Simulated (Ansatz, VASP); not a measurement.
**SnTe: VASP beside Ansatz**

File INCAR:

```
  ALGO = Normal
  EDIFF = 1E-7
  ENCUT = 520
  GGA = PS
  ISIF = 2
  ISMEAR = -1
  LASPH = T
  LCHARG = F
  LREAL = F
  LWAVE = F
  NBANDS = 17
  NELM = 100
  PREC = Accurate
  SIGMA = 0.05
```

Contents of KPOINTS:

```
k-points
0
Gamma
  7 7 7
```

File POSCAR:

```
SnTe
1.0
    0.0000000000      3.5374284581      3.5374284581
    3.5374284581      0.0000000000      3.5374284581
    3.5374284581      3.5374284581      0.0000000000
Te Sn
1 1
Direct
    0.2500000000      0.2500000000      0.2500000000
    0.0000000000      0.0000000000      0.0000000000
```

input.yaml

```yaml
crystal:
  lattice:
    - [0.0, 3.5374284581, 3.5374284581]
    - [3.5374284581, 0.0, 3.5374284581]
    - [3.5374284581, 3.5374284581, 0.0]
  atoms:
    - { symbol: Te, position: [0.25, 0.25, 0.25] }
    - { symbol: Sn, position: [0.0, 0.0, 0.0] }
hamiltonian:
  xc: pbesol
  pseudopotentials: { kind: paw }
kpoints:
  mp_grid: { grid: [7, 7, 7] }
scf:
  occupations: { method: fermi_dirac, width: 0.05 }
output:
  forces: true
  stress: true
  eigenvalues: true
```

Change from the starting cell: volume scaled by 0.94.

Alike in both runs: task single point; functional PBEsol; k mesh 7 × 7 × 7; occupations fermi-dirac, width 0.05 eV; no spin polarisation.

|  | VASP | Ansatz |
| --- | --- | --- |
| version | VASP 6.6.1 | Ansatz 0.2.0 |
| potentials or method | VASP PAW PBE potentials, release 64 (Te, Sn_d) | Ansatz PAW |
| plane-wave cutoff (eV) | 520 | 420 |
| valence electrons in the cell | 20 | 30 |

|  | VASP | Ansatz | Ansatz less VASP |
| --- | --- | --- | --- |
| gap on the k mesh at the Fermi level (eV) | 0.13 | 0.13 | +0.004 |
| least direct gap on the mesh (eV) | 0.72 | 0.72 | +0.002 |
| pressure (GPa) | 0.1 | 0.1 | -0.01 |

With one functional, cell and mesh, what is left measures potentials, basis and numerics. The two sets of potentials don't hold the same shells in valence.

Caveats: spin-orbit coupling is left out, which moves the levels of the heavy elements; the PAW data sets were made with another functional, which shifts forces and pressure a little (VASP); an odd mesh through Γ misses points on the zone boundary, where band edges often lie (VASP); odd divisions of the mesh miss points on the zone boundary, where band edges often lie, so the gap on the mesh can be too wide (Ansatz); the PAW data sets come from PBE, with cores solved anew for the run's functional, which leaves a small shift of forces and pressure (Ansatz).
